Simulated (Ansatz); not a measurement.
CO2:

```
O C
1.0
    -1.97473    1.97473    3.01406
     1.97473   -1.97473    3.01406
     1.97473    1.97473   -3.01406
O C
4 2
Direct
  0.87500 0.95980 0.58480
  0.37500 0.29020 0.41520
  0.04020 0.62500 0.91520
  0.70980 0.12500 0.08480
  0.00000 0.00000 0.00000
  0.75000 0.25000 0.50000
```

The cell comes from a database or a generator and needn't be the stable form of this composition.

| Quantity | Value |
| --- | --- |
| Program | Ansatz 0.2.0 |
| Task | single point |
| Functional | PBE |
| Potentials or basis | Ansatz PAW |
| Cutoff | 420 eV (not typed: the program's choice for these potentials) |
| k mesh | 9 × 9 × 9 |
| Occupations | fermi-dirac, width 0.05 eV |
| Spin | no spin polarisation |

On this cell: pressure -0.4 GPa; largest force 0.016 eV/Å; band gap on the k mesh 7.72 eV, indirect (least direct gap 8.15 eV).

The same run follows on a disturbed copy (atoms moved at random, drawn with an rms of 0.05 Å):

```
O C
1.0
    -1.97473    1.97473    3.01406
     1.97473   -1.97473    3.01406
     1.97473    1.97473   -3.01406
O C
4 2
Direct
  0.88054 0.97488 0.58712
  0.37704 0.29369 0.41978
  0.04505 0.62253 0.91223
  0.69713 0.12298 0.09225
  0.01305 0.00567 0.00484
  0.73942 0.25409 0.49068
```

Question: What does the disturbed cell give?

Answer: The energy moves by +42.4 meV/atom; pressure 2.0 GPa; largest force 3.299 eV/Å; band gap on the k mesh 7.27 eV, indirect (least direct gap 7.54 eV).

Forces in eV/Å, atoms in the order of the input:
```
O    0.051  1.436 -1.784
O    0.639 -0.736 -0.689
O    1.426 -0.716  0.961
O   -2.236 -0.765  2.302
C   -0.118 -0.897 -0.981
C    0.237  1.677  0.191
```

Stress tensor (GPa, compression positive):
```
 2.68  2.55  0.38
 2.55  2.65 -0.40
 0.38 -0.40  0.52
```

Caveats: odd divisions of the mesh miss points on the zone boundary, where band edges often lie, so the gap on the mesh can be too wide.

A k mesh can miss the band edges.
